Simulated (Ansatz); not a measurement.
We consider rutile GeO2, described by LDA in Ansatz (PAW).

Settings: plane-wave cutoff 520 eV, 8×8×12 k mesh (along the axes of the cell as run), Fermi–Dirac smearing 0.01 eV, scalar-relativistic PAW data made under PBE.

Computed at the level's own relaxed cell.

Q: Estimate the bulk modulus B0, pressure derivative B′ of the bulk modulus, lattice parameter c, volume per atom and equilibrium lattice constant a that the calculation returns.

A: 
bulk modulus B0: 245 GPa
pressure derivative B′ of the bulk modulus: 5.7
lattice parameter c: 2.865 Å
volume per atom: 9.16 Å³/atom
equilibrium lattice constant a: 4.379 Å

Measured, for comparison: bulk modulus 251 GPa (room temperature, not corrected to a static lattice, from measured elastic constants; as tabulated in Sevik and Bulutay (2007), arXiv:cond-mat/0610176); lattice parameter c 2.862 Å (room temperature, not corrected to a static lattice; as tabulated in Hiroi (2015), arXiv:1503.02262); lattice constant a 4.397 Å (temperature not stated, not corrected to a static lattice; as tabulated in Saito and Ono (2011), arXiv:1008.4998). Computed (rounded) less measured: bulk modulus -2 %, lattice parameter c +0.1 %, lattice constant a -0.4 %. A static lattice is as a rule a little smaller and stiffer than an uncorrected measurement, which narrows the difference in the lattice constant a and would widen misses of the other sign.

Note: the bulk modulus comes from volumes at which shape and atoms were relaxed.

It cost roughly 5 core-minutes of CPU time.

Ansatz is an electronic-structure program.
